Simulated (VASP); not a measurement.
# Pb (Fm-3m) in VASP: further runs

Aim: see how the results for Pb move with the level of theory and the settings. Levels: LDA, PBE. Tasks: relaxation of the atoms, relaxation of cell and atoms.

Everything below comes from runs of VASP 6.6.1. Logs are shortened: lines on timing, memory, paths and dates and some standing lists are left out, and cuts for length are marked.

### 1 Starting point

It takes space group Fm-3m (No. 225, cubic). Conventional cell: a = 4.950 Å, b = 4.950 Å, c = 4.950 Å, α = 90.00°, β = 90.00°, γ = 90.00°. Pb (site symmetry m-3m) has 12 Pb at 3.50 Å as nearest neighbours.

### 2 Relaxation of the atoms, LDA (a relaxed cell with its volume scaled by 1.04)

The input, INCAR:

```
SYSTEM = Pb
ALGO = Normal
EDIFF = 1E-7
EDIFFG = -0.01
ENCUT = 600
IBRION = 2
ISIF = 2
ISMEAR = 1
LASPH = .TRUE.
LCHARG = .FALSE.
LREAL = .FALSE.
LWAVE = .FALSE.
NELM = 80
NSW = 40
PREC = Accurate
SIGMA = 0.1
```

The input, KPOINTS:

```
k-points
0
G
  14 14 14
  0 0 0
```

The input, POSCAR:

```
Pb                                      
1.0
    0.0000000000      2.4752068852      2.4752068852
    2.4752068852      0.0000000000      2.4752068852
    2.4752068852      2.4752068852      0.0000000000
  Pb            
     1
Direct
     0.0000000000000000    0.0000000000000000    0.0000000000000000
```

Potentials or basis: VASP PAW LDA potentials, release 64 (Pb_d).

Command:

```bash
$ cat potpaw_LDA.64/Pb_d/POTCAR > POTCAR
$ mpirun -np 1 vasp_std > vasp.out
```

OUTCAR:

```text
SYSTEM = Pb
   EDIFF = 1E-7
   EDIFFG = -0.01
   ENCUT = 600
   IBRION = 2
   ISIF = 2
   ISMEAR = 1
   LASPH = .TRUE.
   LREAL = .FALSE.
   NELM = 80
   NSW = 40
   PREC = Accurate

 ion  position               nearest neighbor table
   1  0.000  0.000  0.000-

  LATTYP: Found a face centered cubic cell.
 ALAT       =     4.9504137704

  Lattice vectors:

 A1 = (   0.0000000000,   2.4752068852,   2.4752068852)
 A2 = (   2.4752068852,   0.0000000000,   2.4752068852)
 A3 = (   2.4752068852,   2.4752068852,   0.0000000000)

Analysis of symmetry for initial positions (statically):
=====================================================================
 Subroutine PRICEL returns:
 Original cell was already a primitive cell.

 Routine SETGRP: Setting up the symmetry group for a
 face centered cubic supercell.

 Subroutine GETGRP returns: Found 48 space group operations
 (whereof 48 operations were pure point group operations)
 out of a pool of 48 trial point group operations.

The static configuration has the point symmetry O_h .

Analysis of symmetry for dynamics (positions and initial velocities):
=====================================================================
 Subroutine PRICEL returns:
 Original cell was already a primitive cell.

 Routine SETGRP: Setting up the symmetry group for a
 face centered cubic supercell.

 Subroutine GETGRP returns: Found 48 space group operations
 (whereof 48 operations were pure point group operations)
 out of a pool of 48 trial point group operations.

The dynamic configuration has the point symmetry O_h .

 Subroutine INISYM returns: Found 48 space group operations
 (whereof 48 operations are pure point group operations),
 and found     1 'primitive' translations

----------------------------------------------------------------------------------------

                                     Primitive cell

  volume of cell :      30.3294

  direct lattice vectors                    reciprocal lattice vectors
     0.000000000  2.475206885  2.475206885    -0.202003317  0.202003317  0.202003317
     2.475206885  0.000000000  2.475206885     0.202003317 -0.202003317  0.202003317
     2.475206885  2.475206885  0.000000000     0.202003317  0.202003317 -0.202003317

  length of vectors
     3.500471147  3.500471147  3.500471147     0.349880008  0.349880008  0.349880008

  position of ions in fractional coordinates (direct lattice)
     0.000000000  0.000000000  0.000000000

  ion indices of the primitive-cell ions
   primitive index   ion index
                 1           1

----------------------------------------------------------------------------------------

 KPOINTS: k-points

Automatic generation of k-mesh.
 Grid dimensions read from file:
 generate k-points for:   14   14   14

 Generating k-lattice:

  Cartesian coordinates                     Fractional coordinates (reciprocal lattice)
    -0.014428808  0.014428808  0.014428808     0.071428571  0.000000000  0.000000000
     0.014428808 -0.014428808  0.014428808     0.000000000  0.071428571  0.000000000
     0.014428808  0.014428808 -0.014428808     0.000000000  0.000000000  0.071428571

  Length of vectors
     0.024991429  0.024991429  0.024991429

  Shift w.r.t. Gamma in fractional coordinates (k-lattice)
     0.000000000  0.000000000  0.000000000

 Subroutine IBZKPT returns following result:
 ===========================================

 Found    104 irreducible k-points:

 Following reciprocal coordinates:
            Coordinates               Weight
  0.000000  0.000000  0.000000      1.000000
  0.071429  0.000000  0.000000      8.000000
  0.142857  0.000000  0.000000      8.000000
  0.214286  0.000000  0.000000      8.000000
  0.285714  0.000000  0.000000      8.000000
  0.357143  0.000000  0.000000      8.000000
[... 16 lines left out ...]
  0.214286  0.142857  0.000000     24.000000
  0.285714  0.142857  0.000000     24.000000
 [... further k-points ...]
   k-points           NKPTS =    104   k-points in BZ     NKDIM =    104   number of bands    NBANDS=     11
   number of dos      NEDOS =    301   number of ions     NIONS =      1
   total plane-waves  NPLWV =  21952
   dimension x,y,z NGX =    28 NGY =   28 NGZ =   28
   dimension x,y,z NGXF=    56 NGYF=   56 NGZF=   56
   ions per type =               1
   NGX,Y,Z   is equivalent  to a cutoff of  13.30, 13.30, 13.30 a.u.
   NGXF,Y,Z  is equivalent  to a cutoff of  26.60, 26.60, 26.60 a.u.
 SYSTEM =  Pb
   PREC   = accura    normal or accurate (medium, high low for compatibility)
   ISTART =      0    job   : 0-new  1-cont  2-samecut
   ICHARG =      2    charge: 1-file 2-atom 10-const
   ISPIN  =      1    spin polarized calculation?
   LNONCOLLINEAR =      F non collinear calculations
   LSORBIT =      F    spin-orbit coupling
   LASPH  =      T    aspherical Exc in radial PAW
   ENCUT  =  600.0 eV  44.10 Ry    6.64 a.u.   6.99  6.99  6.99*2*pi/ulx,y,z
   NELM   =     80;   NELMIN=  2; NELMDL= -5     # of ELM steps
   EDIFF  = 0.1E-06   stopping-criterion for ELM
   LREAL  =      F    real-space projection
   EDIFFG = -.1E-01   stopping-criterion for IOM
   NSW    =     40    number of steps for IOM
   IBRION =      2    ionic relax: 0-MD 1-quasi-New 2-CG
   NFREE  =      1    steps in history (QN), initial steepest desc. (CG)
   ISIF   =      2    stress and relaxation
   ISYM   =      2    0-nonsym 1-usesym 2-fastsym
   POTIM  = 0.5000    time-step for ionic-motion
   TEBEG  =    0.0;   TEEND  =   0.0 temperature during run
   PSTRESS=    0.0 pullay stress
   NELECT =      14.0000    total number of electrons
   NUPDOWN=      -1.0000    fix difference up-down
   EMIN   =  10.00;   EMAX   =-10.00  energy-range for DOS
   EFERMI =   0.00;   METHOD = LEGACY
   ISMEAR =     1;   SIGMA  =   0.10  broadening in eV -4-tet -1-fermi 0-gaus
   EFERMI_NEDOS =   21; number of points for ismear=-14 and -15
   IALGO  =     38    algorithm
   IMIX   =      4    mixing-type and parameters
     AMIX     =   0.40;   BMIX     =  1.00
     AMIX_MAG =   1.60;   BMIX_MAG =  1.00
  volume/ion in A,a.u.               =      30.33       204.67
  Fermi-wavevector in a.u.,A,eV,Ry     =   1.265210  2.390901 21.779618  1.600757
  Thomas-Fermi vector in A             =   2.398475
   LORBIT       =      0    0 simple, 1 ext, 2 COOP (PROOUT), +10 PAW based schemes
   GGA     = CA    functional components
   LHFCALC =     F    Hartree Fock is set to
   AEXX    =    0.0000 exact exchange contribution
   IVDW    =     0    specifies the selected vdW correction
   LEPSILON=     F    determine dielectric tensor
   LRPA    =     F    only Hartree local field effects (RPA)
 conjugate gradient relaxation of ions
 non-spin polarized calculation
 Methfessel and Paxton  Order N= 1 SIGMA  =   0.10
  energy-cutoff  :      600.00
  volume of cell :       30.33
 maximum number of plane-waves:      1026
   NGX = 13   NGY = 13   NGZ = 13

 number of electron      13.9999999 magnetization

 Free energy of the ion-electron system (eV)
  ---------------------------------------------------
  ext. energy  EPLUGINS =         0.00000000
  ---------------------------------------------------
  free energy    TOTEN  =        -4.24979724 eV

  energy without entropy =       -4.24977249  energy(sigma->0) =       -4.24978899

 E-fermi :   7.0389     XC(G=0): -10.4540

 val. band max:        7.0366648019   @ k =   0.3571   0.2143   0.0000
 cond. band min:       7.0407108605   @ k =  -0.2857   0.2857   0.0714
 fundamental gap:      0.0040460586
 Fermi energy:         7.0389217647

 k-point     1 :       0.0000    0.0000    0.0000
  band No.  band energies     occupation
      1     -10.0027      2.00000
      2     -10.0027      2.00000
      3     -10.0027      2.00000
      4      -9.8600      2.00000
      5      -9.8600      2.00000
      6      -4.7592      2.00000
      7      14.3505      0.00000
      8      14.3505      0.00000
      9      14.3505      0.00000
     10      16.8323      0.00000
     11      18.4691      0.00000

 k-point     2 :       0.0714    0.0000    0.0000
  band No.  band energies     occupation
      1     -10.0029      2.00000
      2      -9.9952      2.00000
      3      -9.9952      2.00000
      4      -9.8605      2.00000
      5      -9.8605      2.00000
      6      -4.6611      2.00000
      7      13.1845      0.00000
      8      14.2285      0.00000
      9      14.2285      0.00000
     10      16.6017      0.00000
     11      18.9743      0.00000

 k-point     3 :       0.1429    0.0000    0.0000
  band No.  band energies     occupation
      1     -10.0041      2.00000
      2      -9.9781      2.00000
      3      -9.9781      2.00000
      4      -9.8579      2.00000
      5      -9.8579      2.00000
      6      -4.3665      2.00000
      7      11.0362      0.00000
      8      13.9172      0.00000
      9      13.9172      0.00000
     10      16.3231      0.00000
     11      19.7441      0.00000

 k-point     4 :       0.2143    0.0000    0.0000
  band No.  band energies     occupation
      1     -10.0079      2.00000
      2      -9.9665      2.00000
      3      -9.9665      2.00000
      4      -9.8405      2.00000
      5      -9.8405      2.00000
      6      -3.8772      2.00000
      7       8.8160     -0.00000
      8      13.5217      0.00000
      9      13.5217      0.00000
     10      16.1206      0.00000
     11      19.0209      0.00000

 k-point     5 :       0.2857    0.0000    0.0000
  band No.  band energies     occupation
      1     -10.0147      2.00000
      2      -9.9693      2.00000
      3      -9.9693      2.00000
      4      -9.8049      2.00000
      5      -9.8049      2.00000
      6      -3.2047      2.00000
      7       6.7326      2.00013
      8      13.1304      0.00000
      9      13.1304      0.00000
     10      16.0197      0.00000
     11      18.1321      0.00000
[... 211 lines left out ...]
 k-point    21 :      -0.0714    0.0714    0.0000
  band No.  band energies     occupation
      1     -10.0061      2.00000
      2      -9.9860      2.00000
      3      -9.9790      2.00000
      4      -9.8688      2.00000
      5      -9.8525      2.00000
      6      -4.4975      2.00000
      7      12.2048      0.00000
      8      13.1542      0.00000
      9      14.4415      0.00000
     10      16.6350      0.00000
     11      19.0686      0.00000

 k-point    22 :       0.1429    0.1429    0.0000
  band No.  band energies     occupation
      1     -10.0340      2.00000
      2      -9.9469      2.00000
      3      -9.9469      2.00000
      4      -9.8940      2.00000
      5      -9.8366      2.00000
      6      -4.2361      2.00000
      7      11.9720      0.00000
      8      12.6575      0.00000
      9      12.6575      0.00000
     10      15.6460      0.00000
     11      17.5643      0.00000

 k-point    23 :       0.2143    0.1429    0.0000
  band No.  band energies     occupation
      1     -10.0435      2.00000
      2      -9.9306      2.00000
      3      -9.9234      2.00000
      4      -9.8994      2.00000
      5      -9.8206      2.00000
      6      -3.8772      2.00000
      7      10.2622      0.00000
      8      12.1043      0.00000
      9      12.4250      0.00000
     10      15.6793      0.00000
     11      16.6896      0.00000

 k-point    24 :       0.2857    0.1429    0.0000
  band No.  band energies     occupation
      1     -10.0441      2.00000
      2      -9.9435      2.00000
      3      -9.9153      2.00000
      4      -9.8729      2.00000
      5      -9.7901      2.00000
      6      -3.3287      2.00000
      7       8.2367     -0.00000
      8      11.6884      0.00000
      9      11.9495      0.00000
     10      15.4999      0.00000
     11      17.0744      0.00000

 [... further k-points ...]

------------------------ aborting loop because EDIFF is reached ----------------------------------------

  FORCE on cell =-STRESS in cart. coord.  units (eV):
  Direction    XX          YY          ZZ          XY          YZ          ZX
  --------------------------------------------------------------------------------------
  -------------------------------------------------------------------------------------
  Total       -0.3573854     -0.3573854     -0.3573854     -0.0000000     -0.0000000      0.0000000
  in kB      -18.8791684    -18.8791684    -18.8791684     -0.0000000     -0.0000000      0.0000000
  external PRESSURE =     -18.8791684 kB  Pullay stress =       0.0000000 kB

 VOLUME and BASIS-vectors are now :
 -----------------------------------------------------------------------------
  energy-cutoff  :      600.00
  volume of cell :       30.33
      direct lattice vectors                 reciprocal lattice vectors
     0.000000000  2.475206885  2.475206885    -0.202003317  0.202003317  0.202003317
     2.475206885  0.000000000  2.475206885     0.202003317 -0.202003317  0.202003317
     2.475206885  2.475206885  0.000000000     0.202003317  0.202003317 -0.202003317

 POSITION                                       TOTAL-FORCE (eV/Angst)
 -----------------------------------------------------------------------------------
      0.00000      0.00000      0.00000        -0.000000      0.000000      0.000000
 -----------------------------------------------------------------------------------
    total drift:                               -0.000000     -0.000000     -0.000000

  FREE ENERGIE OF THE ION-ELECTRON SYSTEM (eV)
  ---------------------------------------------------
  free  energy   TOTEN  =        -4.2497972419 eV

  energy  without entropy=       -4.2497724907  energy(sigma->0) =       -4.24978899

 reached required accuracy - stopping structural energy minimisation
```

It took 30 s on 1 thread of Intel Xeon Platinum 8259CL at 2.50GHz (Skylake/Cascade Lake), shared host; peak memory 0.17 GiB.

Results:

* Free energy: -4.2498 eV
* Pressure after relaxing: -1.9 GPa
* Band gap on the k mesh: none (metal or under the smearing width)

Final structure:
```cif
data_structure
_symmetry_space_group_name_H-M 'P 1'
_symmetry_Int_Tables_number 1
_cell_length_a 3.5005
_cell_length_b 3.5005
_cell_length_c 3.5005
_cell_angle_alpha 60.000
_cell_angle_beta 60.000
_cell_angle_gamma 60.000
_cell_volume 30.33
loop_
_atom_site_label
_atom_site_type_symbol
_atom_site_fract_x
_atom_site_fract_y
_atom_site_fract_z
_atom_site_occupancy
Pb1 Pb 0.00000 0.00000 0.00000 1
```

Levels at points of the mesh, in eV from the Fermi level:
| k point | band 4 | band 5 | band 6 | band 7 | band 8 | band 9 | band 10 | band 11 |
| --- | --- | --- | --- | --- | --- | --- | --- | --- |
| (0.00, 0.00, 0.00) | -16.90 | -16.90 | -11.80 | 7.31 | 7.31 | 7.31 | 9.79 | 11.43 |
| (0.50, 0.00, 0.00) | -16.76 | -16.76 | -8.18 | -4.23 | 5.48 | 5.48 | 9.27 | 9.51 |
| (0.50, 0.50, 0.00) | -16.73 | -16.73 | -6.78 | -3.31 | 1.98 | 1.98 | 5.43 | 6.69 |

Caveat: the relaxation stopped at its first step, so nothing moved. Spin-orbit coupling is left out, which matters for the levels of Pb.

[end of part 1 of 3]
